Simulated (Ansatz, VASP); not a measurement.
Na: VASP beside Ansatz

File INCAR:

```
SYSTEM = Na
ALGO = Normal
EDIFF = 1E-7
ENCUT = 520
GGA = CA
ISIF = 2
ISMEAR = -1
LASPH = .True.
LCHARG = .False.
LREAL = .False.
LWAVE = .False.
NBANDS = 10
NELM = 60
PREC = Accurate
SIGMA = 0.01
```

File KPOINTS:

```
k-points
0
Gamma
  11 11 11
  0 0 0
```

Contents of POSCAR:

```
Na
1.0
   -2.0287155323      2.0287155323      2.0287155323
    2.0287155323     -2.0287155323      2.0287155323
    2.0287155323      2.0287155323     -2.0287155323
Na
1
Direct
    0.0000000000      0.0000000000      0.0000000000
```

Input for Ansatz:

```yaml
crystal:
  lattice:
    - [-2.0287155323, 2.0287155323, 2.0287155323]
    - [2.0287155323, -2.0287155323, 2.0287155323]
    - [2.0287155323, 2.0287155323, -2.0287155323]
  atoms:
    - { symbol: Na, position: [0.0, 0.0, 0.0] }
hamiltonian:
  xc: lda
  pseudopotentials:
    kind: paw
    azcp:
      Na: "pseudopotentials/Na.paw.azcp"
basis:
  ecutwfc: 420
  fft_grid_basis: typed
kpoints:
  mp_grid: { grid: [11, 11, 11], shift: [0, 0, 0] }
magnetization:
  spin_polarized: false
scf:
  occupations: { method: fermi_dirac, width: 0.01 }
  lower_state_search: "off"
output:
  stress: true
  write_density: true
  write_potential: true
  elf: true
  volumetric_format: npy
```

Alike in both runs: task single point; functional LDA; k mesh 11 × 11 × 11; occupations fermi-dirac, width 0.01 eV; no spin polarisation.

|  | VASP | Ansatz |
| --- | --- | --- |
| version | VASP 6.6.1 | Ansatz 0.2.0 |
| potentials or method | VASP PAW LDA potentials, release 64 (Na_pv) | plane waves (420 eV) with PAW, scalar-relativistic |
| plane-wave cutoff (eV) | 520 | 420 |
| valence electrons in the cell | 7 | 9 |

```tsv
	VASP	Ansatz	Ansatz less VASP
pressure (GPa)	-0.1	0.0	+0.01
```

The two sets of potentials don't hold the same shells in valence. Ansatz warned: «pseudo_functional_mismatch».
